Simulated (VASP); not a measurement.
C, 12 atoms in the cell. It takes space group P6_3/mmc (No. 194, hexagonal). The conventional cell has a = 2.522 Å, b = 2.522 Å, c = 12.356 Å, α = 90.00°, β = 90.00°, γ = 120.00°. C (site symmetry 3m) has 4 C at 1.54 Å as nearest neighbours. C (site symmetry 3m) has 4 C at 1.54 Å as nearest neighbours. C (site symmetry 3m) is surrounded by 4 C at 1.54 Å. This is a hexagonal form of diamond, not graphite.

| Property | Result |
| --- | --- |
| Program | VASP 6.6.1 |
| Task | band structure |
| Functional | TPSS |
| Potentials or basis | VASP PAW PBE potentials, release 64 (C) |
| Cutoff | 520 eV |
| k mesh | 12 × 12 × 3 |
| Occupations | fermi-dirac, width 0.05 eV |
| Spin | no spin polarisation |
| Further INCAR settings | ALGO = Normal; EDIFF = 1e-06; NBANDS = 36 |

Potentials or basis: VASP PAW PBE potentials, release 64 (C).

Run with:

```bash
$ cat potpaw_PBE.64/C/POTCAR > POTCAR
$ mpirun -np 1 vasp_std > vasp.out
```

Hardware: 1 thread of AMD EPYC 7R43 64-Core Processor (Zen 3), on a shared host.

How long does it take, and how much memory?

Run time: 18 min on 1 thread of AMD EPYC 7R43 64-Core Processor (Zen 3) (shared host), peak memory 0.22 GiB. Counts: scf iterations 47, k points 38.
